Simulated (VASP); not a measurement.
Write the native input for VASP 6.6.1 that does the following.

* Task: single point
* Functional: PBEsol
* Potentials or basis: VASP PAW PBE potentials, release 64 (Te)
* Cutoff: 520 eV
* k mesh: 15 × 15 × 12
* Occupations: fermi-dirac, width 0.1 eV
* Spin: no spin polarisation
* Dipole correction: no
* Further INCAR settings: ALGO = Fast; EDIFF = 1e-06; NBANDS = 13

The structure of Te lies in POSCAR:

```
Te
1.0
    3.9157862143      0.0000000000      0.0000000000
   -1.9578931071      3.3911703374      0.0000000000
    0.0000000000      0.0000000000      4.4233032558
Te
2
Direct
    0.3333333333      0.6666666667      0.2500000000
    0.6666666667      0.3333333333      0.7500000000
```

This isn't the form of Te at room conditions, which is trigonal, of chains.

These files were run (other wordings do the same):

INCAR

```
ALGO     = Fast           # electronic algorithm
EDIFF    = 1E-6           # SCF threshold, eV
ENCUT    = 520            # plane-wave cutoff, eV
GGA      = PS             # functional
ISIF     = 2              # what is computed and relaxed
ISMEAR   = -1             # smearing method
LASPH    = T              # aspherical terms in the spheres
LCHARG   = T              # write CHGCAR
LELF     = T              # ELF
LREAL    = F              # projectors in reciprocal space
LVHAR    = T            
LWAVE    = F              # write WAVECAR
NBANDS   = 13             # bands
NELM     = 80             # most SCF steps
PREC     = Accurate       # precision mode
SIGMA    = 0.1            # smearing width, eV
```

KPOINTS

```
k-points
0
Gamma
  15 15 12
```

Potentials or basis: VASP PAW PBE potentials, release 64 (Te).

Command:

```console
$ cat potpaw_PBE.64/Te/POTCAR > POTCAR
$ mpirun -np 1 vasp_std > vasp.out
```

Results of the run:

- Pressure: 0.1 GPa
- Band gap on the k mesh: none (metal or under the smearing width)

Caveat: the PAW data sets were made with another functional, which shifts forces and pressure a little.

It took 68 s on 1 thread of Intel(R) Xeon(R) Platinum 8559C (Emerald Rapids), on a shared host, peak memory 0.26 GiB.
